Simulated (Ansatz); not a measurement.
Crystal: SrCl2.

```
Sr Cl
1.0
     0.00000    3.48835    3.48835
     3.48835    0.00000    3.48835
     3.48835    3.48835    0.00000
Sr Cl
1 2
Direct
  0.00000 0.00000 0.00000
  0.75000 0.75000 0.75000
  0.25000 0.25000 0.25000
```

Base run:

| Quantity | Value |
| --- | --- |
| Program | Ansatz 0.2.0 |
| Functional | PBEsol |
| Potentials or basis | Ansatz PAW |
| Cutoff | 420 eV (not typed: the program's choice for these potentials) |
| k mesh | 4 × 4 × 4 |
| Occupations | fermi-dirac, width 0.05 eV |
| Spin | no spin polarisation |

Its results: band gap on the k mesh 5.14 eV, indirect (least direct gap 5.36 eV); pressure -1.1 GPa.

Q: The run is repeated on the same cell with these changes: functional from PBEsol to PBE0. What comes out?

A: Band gap on the k mesh 7.35 eV, indirect (least direct gap 7.58 eV); pressure 0.4 GPa.

PBE0 gives the wider gap, since exact exchange removes part of the self-interaction.

Caveats: the PAW data sets come from PBE, with cores solved anew for the run's functional, which leaves a small shift of forces and pressure; the density of states is complete only up to the lowest level of the last band computed; the thresholds are loose for stress (some runs).

A k mesh can miss the band edges.
